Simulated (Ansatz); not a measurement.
## Relaxing Ti3C

These are results of DFT PBE, scalar-relativistic, plane waves, PAW in Ansatz, not measurements. Cutoff 420 eV, Γ-centred k mesh, Gaussian smearing, no spin polarisation in the final step.

This is the end of a relaxation of cell and atoms.

```yaml
crystal:
  lattice:
    - [4.68672, 0.00000, 0.00000]
    - [0.00000, 4.68672, 0.00000]
    - [0.00000, 0.00000, 4.68672]
  atoms:
    - { symbol: Ti, position: [0.00000, 0.50000, 0.25000] }
    - { symbol: Ti, position: [0.00000, 0.50000, 0.75000] }
    - { symbol: Ti, position: [0.25000, 0.00000, 0.50000] }
    - { symbol: Ti, position: [0.75000, 0.00000, 0.50000] }
    - { symbol: Ti, position: [0.50000, 0.75000, 0.00000] }
    - { symbol: Ti, position: [0.50000, 0.25000, 0.00000] }
    - { symbol: C, position: [0.00000, 0.00000, 0.00000] }
    - { symbol: C, position: [0.50000, 0.50000, 0.50000] }
```

The zero of energy is the elements' standard structures at the same level; no fitted shifts are applied.

Problem. What space group does it have?

Solution. Pm-3n (No. 223). Conventional cell: a = 4.687 Å. Ti has 2 Ti at 2.34 Å, 4 C at 2.62 Å and 8 Ti at 2.87 Å; C has 12 Ti at 2.62 Å.

Problem. How far does it lie from the elements in energy?

Solution. 0.39 eV/atom.

Problem. Is it a metal?

Solution. Yes, bands cross the Fermi level on the 8×8×8 mesh.

The final run used a 8×8×8 mesh on its 8-atom cell and 0.10 eV smearing. For metals, differences of a few meV/atom aren't resolved. The cell came from a trial start, so Ti3C may not exist in this structure.

Cost: 3 runs of about 1.1 core-minutes in all, on Intel Xeon Platinum 8259CL (Skylake/Cascade Lake) (shared hosts).